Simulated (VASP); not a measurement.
# OSiH2 in VASP: settings compared, part 2 of 2

VASP 6.6.1. The steps go on from the part before.

## Step 4: Atomic charges, PBE+TS

The input, INCAR:

```
SYSTEM = SiH2O
ALGO     = Normal         ! electronic algorithm
EDIFF    = 1E-6           ! SCF threshold, eV
ENCUT    = 520            ! plane-wave cutoff, eV
GGA      = PE             ! functional
ISIF     = 2              ! what is computed and relaxed
ISMEAR   = 0              ! smearing method
IVDW     = 2              ! dispersion correction
LASPH    = .TRUE.         ! aspherical terms in the spheres
LCHARG   = .FALSE.        ! write CHGCAR
LORBIT   = 11             ! projections on sites
LREAL    = .FALSE.        ! projectors in reciprocal space
LWAVE    = .FALSE.        ! write WAVECAR
NELM     = 60             ! most SCF steps
PREC     = Accurate       ! precision mode
SIGMA    = 0.01           ! smearing width, eV
```

The input, KPOINTS:

```
k-points
0
G
  1 1 1
  0 0 0
```

The input, POSCAR:

```
SiH2O
1.0
   10.0000000000      0.0000000000      0.0000000000
    0.0000000000     12.0000000000      0.0000000000
    0.0000000000      0.0000000000     12.0000000000
O Si H
1 1 2
Direct
    0.4651450000      0.5538458300      0.6110750000
    0.4927950000      0.5202041700      0.4915250000
    0.5374550000      0.4072208300      0.4572666700
    0.4784650000      0.5962791700      0.3945916700
```

Potentials or basis: VASP PAW PBE potentials, release 64 (O, Si, H).

The run is started by

```
> cat potpaw_PBE.64/O/POTCAR potpaw_PBE.64/Si/POTCAR potpaw_PBE.64/H/POTCAR > POTCAR
> mpirun -np 1 vasp_gam > vasp.out
```

OUTCAR:

```text
SYSTEM = SiH2O
   EDIFF = 1E-6
   ENCUT = 520
   GGA = PE
   ISIF = 2
   ISMEAR = 0
   IVDW = 2
   LASPH = .TRUE.
   LORBIT = 11
   LREAL = .FALSE.
   NELM = 60
   PREC = Accurate
  IVDW =   2

 ion  position               nearest neighbor table
   1  0.465  0.554  0.611-   2 1.52
   2  0.493  0.520  0.492-   3 1.49   4 1.49   1 1.52
   3  0.537  0.407  0.457-   2 1.49
   4  0.478  0.596  0.395-   2 1.49

  LATTYP: Found a simple tetragonal cell.
 ALAT       =    12.0000000000
 C/A-ratio  =     0.8333333333

  Lattice vectors:

 A1 = (   0.0000000000,  12.0000000000,   0.0000000000)
 A2 = (   0.0000000000,   0.0000000000,  12.0000000000)
 A3 = (  10.0000000000,   0.0000000000,   0.0000000000)

Analysis of symmetry for initial positions (statically):
=====================================================================
 Subroutine PRICEL returns:
 Original cell was already a primitive cell.

 Routine SETGRP: Setting up the symmetry group for a
 simple tetragonal supercell.

 Subroutine GETGRP returns: Found  1 space group operations
 (whereof  1 operations were pure point group operations)
 out of a pool of 16 trial point group operations.

The static configuration has the point symmetry C_1 .

Analysis of symmetry for dynamics (positions and initial velocities):
=====================================================================
 Subroutine PRICEL returns:
 Original cell was already a primitive cell.

 Routine SETGRP: Setting up the symmetry group for a
 simple tetragonal supercell.

 Subroutine GETGRP returns: Found  1 space group operations
 (whereof  1 operations were pure point group operations)
 out of a pool of 16 trial point group operations.

The dynamic configuration has the point symmetry C_1 .

 Subroutine INISYM returns: Found  1 space group operations
 (whereof  1 operations are pure point group operations),
 and found     1 'primitive' translations

----------------------------------------------------------------------------------------

                                     Primitive cell

[... 113 lines left out ...]
  ext. energy  EPLUGINS =         0.00000000
  ---------------------------------------------------
  free energy    TOTEN  =       -18.17401570 eV

  energy without entropy =      -18.17401570  energy(sigma->0) =      -18.17401570

 E-fermi :  -6.5270     XC(G=0):  -0.6720

 val. band max:       -6.6127576736   @ k =   0.0000   0.0000   0.0000
 cond. band min:      -2.9887800673   @ k =   0.0000   0.0000   0.0000
 fundamental gap:      3.6239776063
 Fermi energy:        -6.5269525210

 k-point     1 :       0.0000    0.0000    0.0000
  band No.  band energies     occupation
      1     -22.9446      2.00000
      2     -12.8202      2.00000
      3      -9.4954      2.00000
      4      -8.2572      2.00000
      5      -7.6920      2.00000
      6      -6.6128      2.00000
      7      -2.9888      0.00000
      8      -1.1103      0.00000
      9      -0.4014      0.00000
     10       0.0627      0.00000

------------------------ aborting loop because EDIFF is reached ----------------------------------------

  Hirshfeld charges:
            ion         q(e)
   ------------------------------
      1     O       -0.39169763
      2     Si       0.48588650
      3     H       -0.04722325
      4     H       -0.04696562

  Tkatchenko/Scheffler method for vdW energy calculation

  Number of pair interactions contributing to vdW energy:    3619

  Edisp (eV):   -0.00518

  FORCE on cell =-STRESS in cart. coord.  units (eV):
  Direction    XX          YY          ZZ          XY          YZ          ZX
  --------------------------------------------------------------------------------------
  -------------------------------------------------------------------------------------
  Total       0.04561     0.39118     1.55708    -0.17018     0.35399    -0.28930
  in kB       0.05075     0.43523     1.73244    -0.18934     0.39386    -0.32188
  external pressure =        0.74 kB  Pullay stress =        0.00 kB

 VOLUME and BASIS-vectors are now :
 -----------------------------------------------------------------------------
  energy-cutoff  :      520.00
  volume of cell :     1440.00
      direct lattice vectors                 reciprocal lattice vectors
    10.000000000  0.000000000  0.000000000     0.100000000  0.000000000  0.000000000
     0.000000000 12.000000000  0.000000000     0.000000000  0.083333333  0.000000000
     0.000000000  0.000000000 12.000000000     0.000000000  0.000000000  0.083333333

 POSITION                                       TOTAL-FORCE (eV/Angst)
 -----------------------------------------------------------------------------------
      4.65145      6.64615      7.33290        -0.201399      0.287913      1.027181
      4.92795      6.24245      5.89830         0.166969     -0.236057     -0.850051
      5.37455      4.88665      5.48720         0.053158     -0.163161     -0.043625
      4.78465      7.15535      4.73510        -0.018728      0.111305     -0.133505
 -----------------------------------------------------------------------------------
    total drift:                                0.000141     -0.000230     -0.000085

  FREE ENERGIE OF THE ION-ELECTRON SYSTEM (eV)
  ---------------------------------------------------
  free  energy   TOTEN  =       -18.1791964450 eV

  energy  without entropy=      -18.1791964450  energy(sigma->0) =      -18.17919645

 total charge

# of ion       s       p       d       tot
------------------------------------------
    1        1.591   3.434   0.000   5.026
    2        0.763   1.000   0.000   1.763
    3        0.573   0.014   0.000   0.587
    4        0.573   0.014   0.000   0.586
--------------------------------------------------
tot          3.500   4.462   0.000   7.962
```

OSZICAR:

```text
N       E                     dE             d eps       ncg     rms          rms(c)
DAV:   1     0.126733632658E+03    0.12673E+03   -0.26482E+03    20   0.654E+02
DAV:   2     0.169291725346E+02   -0.10980E+03   -0.10898E+03    40   0.979E+01
DAV:   3    -0.186954984557E+02   -0.35625E+02   -0.35504E+02    32   0.104E+02
[... 16 lines left out ...]
DAV:  20    -0.181740084526E+02   -0.58068E-05   -0.52499E-07    30   0.404E-03    0.604E-04
DAV:  21    -0.181740131876E+02   -0.47349E-05   -0.33328E-07    28   0.278E-03    0.296E-04
DAV:  22    -0.181740141929E+02   -0.10054E-05   -0.22169E-08    30   0.910E-04    0.130E-04
DAV:  23    -0.181740152719E+02   -0.10790E-05   -0.43857E-08    28   0.980E-04    0.809E-05
DAV:  24    -0.181740157030E+02   -0.43110E-06   -0.76612E-09    30   0.431E-04
   1 F= -.18179196E+02 E0= -.18179196E+02  d E =-.597570E-34
```

stdout:

```text
POSCAR found type information on POSCAR O SiH
 POSCAR found :  3 types and       4 ions
 scaLAPACK will be used
 LDA part: xc-table for (Slater+PW92), standard interpolation
 POSCAR, INCAR and KPOINTS ok, starting setup
 FFT: planning ... GRIDC
 FFT: planning ... GRID_SOFT
 FFT: planning ... GRID
 WAVECAR not read
 entering main loop
 augmentation electrons   11.9985342694190
 total        electrons   11.9985342694190
 augmentation electrons   11.7399717619541
 total        electrons   11.7399717619541
 augmentation electrons  0.424307075283891
 soft         electrons   11.5742269959203
 total        electrons   11.9985340712042
 translations:           1           1           1
```

Wall time 2.3 min (1 thread of AMD EPYC 7R13 (Zen 3), shared host); peak memory 1.1 GiB.

What came out:

| Property | Result |
| --- | --- |
| Free energy | -18.1792 eV |
| Largest force | 1.086 eV/Å |
| Gap between the frontier levels | 3.62 eV |
| Valence electrons inside the program's atomic spheres | O 5.03; Si 1.76; H 0.59 |
| Hirshfeld charges | O -0.39; Si +0.49; H -0.05 e |
| Dispersion energy per atom | -0.001 eV |

Forces on the atoms (eV/Å):
```
O   -0.201  0.288  1.027
Si   0.167 -0.236 -0.850
H    0.053 -0.163 -0.044
H   -0.019  0.111 -0.134
```

## Step 5: Overview

```tsv
task	level	cell	gap on the mesh (eV)	largest force (eV/Å)
single point	PBE	atoms moved at random, drawn with an rms of 0.05 Å	3.81	3.51
relaxation of the atoms	PBE	atoms relaxed from: atoms moved at random, drawn with an rms of 0.02 Å	3.52	0.02
atomic charges	PBE+TS	as given	3.62	1.09
```

Alike in all rows: potentials or basis VASP PAW PBE potentials, release 64 (O, Si, H); no spin polarisation; k mesh 1 × 1 × 1; cutoff (eV) 520; smearing gaussian 0.01 eV.

Total energies depend on the potentials used, so only differences within one code and one set of settings carry meaning.
